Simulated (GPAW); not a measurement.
Runs of GPAW 26.7.0 on AlNi. It takes space group Pm-3m (No. 221, cubic). Conventional cell: a = 2.881 Å, b = 2.881 Å, c = 2.881 Å, α = 90.00°, β = 90.00°, γ = 90.00°. Ni (site symmetry m-3m) has 8 Al at 2.50 Å as nearest neighbours. Around Al (site symmetry m-3m) lie 8 Ni at 2.50 Å. 

```csv
task,level,potentials or basis,cell,k mesh,band path,band points,optimizer,fmax,max steps,gap on the mesh (eV),pressure (GPa),moment (μB),relaxed volume (Å³/atom)
band structure,PW91,"PAW data sets generated in the run's folder for this functional, pw",as given,7 × 7 × 7,"GXMGRX,MR",80,-,-,-,-,2.4,0.00,-
band structure,r2SCAN,"GPAW PAW data sets (gpaw-data 1.2.1), pw",as given,7 × 7 × 7,"GXMGRX,MR",60,-,-,-,-,-1.7,0.00,-
band structure,PBEint,"PAW data sets generated in the run's folder for this functional, pw",as given,7 × 7 × 7,"GXMGRX,MR",60,-,-,-,-,-0.1,0.00,-
relaxation of cell and atoms,PBEsol+D4,"PAW data sets generated in the run's folder for this functional, pw",relaxed,9 × 9 × 9,-,-,BFGS,0.02 eV/Å,60,none,0.2,0.00,11.58
relaxation of cell and atoms,PBEsol,"PAW data sets generated in the run's folder for this functional, pw",relaxed,9 × 9 × 9,-,-,BFGS,0.02 eV/Å,60,none,0.0,0.00,(b)
relaxation of cell and atoms,PBEsol+D3,"PAW data sets generated in the run's folder for this functional, pw",relaxed,9 × 9 × 9,-,-,BFGS,0.02 eV/Å,60,none,0.3,0.00,11.47
relaxation of cell and atoms,PBEsol+D3(BJ)+ATM,"PAW data sets generated in the run's folder for this functional, pw",relaxed,9 × 9 × 9,-,-,BFGS,0.02 eV/Å,60,none,0.3,0.00,(a)
```

Alike in all rows: spin collinear, ferromagnetic start; cutoff (eV) 600; smearing fermi-dirac 0.05 eV.

Question: Estimate the missing entries.

Answer: (a) 11.49; (b) 11.80.

Caveats: the stock nickel data set gives pressures a few GPa off other programs; each step starts from the last one's moments, so a moment once lost doesn't come back (some runs); later steps reuse the first step's grids (some runs); pairwise dispersion overbinds metals, which lowers pressure and volume (some runs); the PAW data sets were made with another functional, which shifts forces and pressure a little (some runs).

A k mesh can miss the band edges.

A gap of «none» marks a metal or a gap under the smearing width.

Not every run made on this cell is shown here.
